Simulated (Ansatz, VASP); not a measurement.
**MgS in VASP and in Ansatz**

```
Mg S
1.0
     0.00000    2.55113    2.70572
     2.55113    0.00000    2.70572
     2.55113    2.55113    0.00000
Mg S
1 1
Cartesian
  0.0000 0.0000 0.0000
  2.5511 2.5511 2.7057
```

Change from the starting cell: z stretched by +4 % at fixed volume, crystal datasets.

Alike in both runs: task electric field gradients; functional PBE; k mesh 10 × 10 × 10; occupations fermi-dirac, width 0.03 eV; no spin polarisation.

```csv
,VASP,Ansatz
version,VASP 6.6.1,Ansatz 0.2.0
potentials or method,"VASP PAW PBE potentials, release 64 (Mg, S), cutoff 520 eV","all-electron PAW with datasets made for the crystal, scalar-relativistic"
```

```tsv
	VASP	Ansatz	Ansatz less VASP
gap on the k mesh at the Fermi level (eV)	2.56	2.57	+0.011
pressure (GPa)	1.4	1.7	+0.29
largest component of the traceless stress (GPa)	3.83	3.87	+0.036
Vzz of the field gradient on the site that differs most (V/Å²)	4.2	3.5	-0.66
```

Ansatz ran all-electron here, so the differences hold the error of VASP's frozen core and of both bases.

A k mesh can miss the band edges.
